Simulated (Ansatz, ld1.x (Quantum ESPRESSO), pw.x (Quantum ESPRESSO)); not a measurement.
**Which Mg potential is closest to all-electron in the sc crystal?**

All use PBE, scalar-relativistic, no spin, cutoffs from each file’s atomic test, pw.x 7.5; 11³ k-points, Fermi–Dirac smearing 0.01 Ry. Δ is the rms difference from all-electron LAPW of the E(V) curves that follow from fits to the pressures, over ±6 % in volume. Mesh and smearing are coarse and serve the comparison alone. The files are a selection: those with a ghost or negative overlap were mostly not run, and those with noisy or unconverged pressures or nearly equal Δ are left out.

All-electron: a0 = 3.021 Å (V0 = 27.58 Å³/atom), B0 = 22.7 GPa.

(1) Rank them by Δ, smallest first.
A. norm-conserving RRKJ (Kleinman–Bylander form), ld1.x (Quantum ESPRESSO) 7.5, PBE; core [Ne], reference 3s1.5 3p0; waves: 3s (bound): rc 2.10 bohr; 3p (bound, empty): rc 2.00 bohr; 3d channel at 0.05 Ry: rc 1.60 bohr; local part: the d channel; core correction: none; rho0 0.02.
B. norm-conserving Troullier–Martins (Kleinman–Bylander form), ld1.x (Quantum ESPRESSO) 7.5, PBE; core [Ne], reference 3s2 3p0; waves: 3s (bound): rc 1.90 bohr; 3p (bound, empty): rc 2.95 bohr; 3d channel at 0.2 Ry: rc 3.20 bohr; local part: all-electron potential smoothed inside 1.90 bohr (lloc = -2); core correction: a·sin(br)/r model core inside 1.75 bohr.
C. PAW, ld1.x (Quantum ESPRESSO) 7.5, PBE; core [He], reference 2s2 2p6 3s2 3p0; waves: 2s (bound): rcut 0.95, rcutus 1.10 bohr; 3s (bound): rcut 0.95, rcutus 1.10 bohr; 2p (bound): rcut 1.05, rcutus 1.25 bohr; 3p (bound, empty): rcut 1.05, rcutus 1.25 bohr; 3d channel at -0.1 Ry: rcut 0.85, rcutus 1.15 bohr; local part: all-electron potential smoothed inside 0.90 bohr (lloc = -1); core correction: Bessel-smoothed model core inside 0.80 bohr; augmentation: BESSEL, radius 0.80 bohr.

Results:

(1) C (0.2 meV/atom), A (0.5 meV/atom), B (1.0 meV/atom).
